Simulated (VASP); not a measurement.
TePb, 2 atoms in the cell. The structure is cubic, space group Fm-3m (No. 225). Conventional cell: a = 6.330 Å, b = 6.330 Å, c = 6.330 Å, α = 90.00°, β = 90.00°, γ = 90.00°. Pb (site symmetry m-3m) is surrounded by 6 Te at 3.17 Å. Around Te (site symmetry m-3m) lie 6 Pb at 3.17 Å.  The cell isn't the ideal one: volume scaled by 0.94.

```yaml
Program: VASP 6.6.1
Task: single point
Functional: r2SCAN
Potentials_or_basis: VASP PAW PBE potentials, release 64 (Pb_d, Te)
Cutoff: 520 eV
k_mesh: 7 × 7 × 7
Occupations: gaussian, width 0.05 eV
Spin: collinear spin, typed start
Starting_moments: "[0.5, 0.0] μB"
Dipole_correction: no
Further_INCAR_settings: ALGO = Normal; EDIFF = 1e-07; NBANDS = 21
```

Potentials or basis: VASP PAW PBE potentials, release 64 (Pb_d, Te).

The run is started by

```bash
$ cat potpaw_PBE.64/Pb_d/POTCAR potpaw_PBE.64/Te/POTCAR > POTCAR
$ cp INCAR.step1 INCAR
$ mpirun -np 1 vasp_std > vasp.out
$ cp INCAR.step2 INCAR
$ mpirun -np 1 vasp_std > vasp.out
```

Hardware: 1 thread of Intel(R) Xeon(R) Platinum 8488C (Sapphire Rapids), with other jobs on the host.

Q: How long does it take, and how much memory?

A: It took 2.4 min on 1 thread of Intel(R) Xeon(R) Platinum 8488C (Sapphire Rapids) (shared host), peak memory 0.28 GiB. Counts: scf iterations 12, k points 20.
